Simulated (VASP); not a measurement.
GaAs, 2 atoms in the cell. Symmetry: F-43m, No. 216, cubic system. Conventional cell: a = 5.654 Å, b = 5.654 Å, c = 5.654 Å, α = 90.00°, β = 90.00°, γ = 90.00°. Ga (site symmetry -43m) is surrounded by 4 As at 2.45 Å. As (site symmetry -43m) has 4 Ga at 2.45 Å as nearest neighbours. 

| Property | Result |
| --- | --- |
| Program | VASP 6.6.1 |
| Task | relaxation of cell and atoms |
| Functional | LDA |
| Potentials or basis | VASP PAW LDA potentials, release 64 (Ga_d, As) |
| Cutoff | 600 eV |
| k mesh | 10 × 10 × 10 |
| Occupations | gaussian, width 0.03 eV |
| Spin | no spin polarisation |
| Further INCAR settings | ALGO = Normal; EDIFF = 1e-06; IBRION = 2; EDIFFG = -0.01; NSW = 90; ISIF = 3 |

Potentials or basis: VASP PAW LDA potentials, release 64 (Ga_d, As).

Launch:

```console
$ cat potpaw_LDA.64/Ga_d/POTCAR potpaw_LDA.64/As/POTCAR > POTCAR
$ mpirun -np 1 vasp_std > vasp.out
```

Hardware: 1 thread of AMD EPYC 7R13 Processor (Zen 3), with other jobs on the host.

Task: Estimate the wall time of this run.

Result: Run time: 51 s on 1 thread of AMD EPYC 7R13 Processor (Zen 3) (shared host), peak memory 0.16 GiB. Counts: scf iterations 26, k points 47, ion steps 3.
